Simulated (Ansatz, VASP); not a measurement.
## One calculation of Br, two programs

```
CELL_PARAMETERS angstrom
-1.74529 1.74529 1.74529
1.74529 -1.74529 1.74529
1.74529 1.74529 -1.74529
ATOMIC_POSITIONS crystal
Br 0.00000 0.00000 0.00000
```

Change from the starting cell: volume scaled by 0.88, LAPW.

Alike in both runs: task single point; functional PBEsol; k mesh 16 × 16 × 16; occupations fermi-dirac, width 0.05 eV; no spin polarisation.

|  | VASP | Ansatz |
| --- | --- | --- |
| version | VASP 6.6.1 | Ansatz 0.2.0 |
| potentials or method | VASP PAW PBE potentials, release 64 (Br), cutoff 520 eV | all-electron LAPW, scalar-relativistic |

```csv
,VASP,Ansatz,Ansatz less VASP
pressure (GPa),7.3,7.3,-0.02
```

Ansatz ran all-electron here, so the differences hold the error of VASP's frozen core and of both bases.

Caveats: the PAW data sets were made with another functional, which shifts forces and pressure a little (VASP); an odd number of electrons without spin polarisation forces a metal; a magnetic or distorted state may lie lower.
